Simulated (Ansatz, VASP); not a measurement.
## One calculation of NaI, two programs

```xyz
2
Lattice="0.0000 3.2364 3.2364 3.2364 0.0000 3.2364 3.2364 3.2364 0.0000" Properties=species:S:1:pos:R:3 pbc="T T T"
Na   -0.2000    0.0000    0.0000
I     3.2364    3.2364    3.2364
```

Alike in both runs: task single point; functional PBE; k mesh 6 × 6 × 6; occupations gaussian, width 0.05 eV; no spin polarisation.

|  | VASP | Ansatz |
| --- | --- | --- |
| version | VASP 6.6.1 | Ansatz 0.2.0 |
| potentials or method | VASP PAW PBE potentials, release 64 (Na_pv, I) | scalar-relativistic, plane waves, PAW |
| plane-wave cutoff (eV) | 520 | 420 |
| valence electrons in the cell | 14 | 26 |

Ansatz gave:

- gap on the k mesh at the Fermi level (eV): 3.65
- least direct gap on the mesh (eV): 3.65
- pressure (GPa): 0.6
- largest component of the traceless stress (GPa): 0.51
- rms of the force components (eV/Å): 0.119

Q: What did VASP give for the same quantities?

A: gap on the k mesh at the Fermi level (eV): 3.65; least direct gap on the mesh (eV): 3.65; pressure (GPa): 0.7; largest component of the traceless stress (GPa): 0.52; rms of the force components (eV/Å): 0.120.

Atom by atom the forces differ by 0.001 eV/Å (rms over components). The two sets of potentials don't hold the same shells in valence.

Caveats: spin-orbit coupling is left out, which moves the levels of the heavy elements.
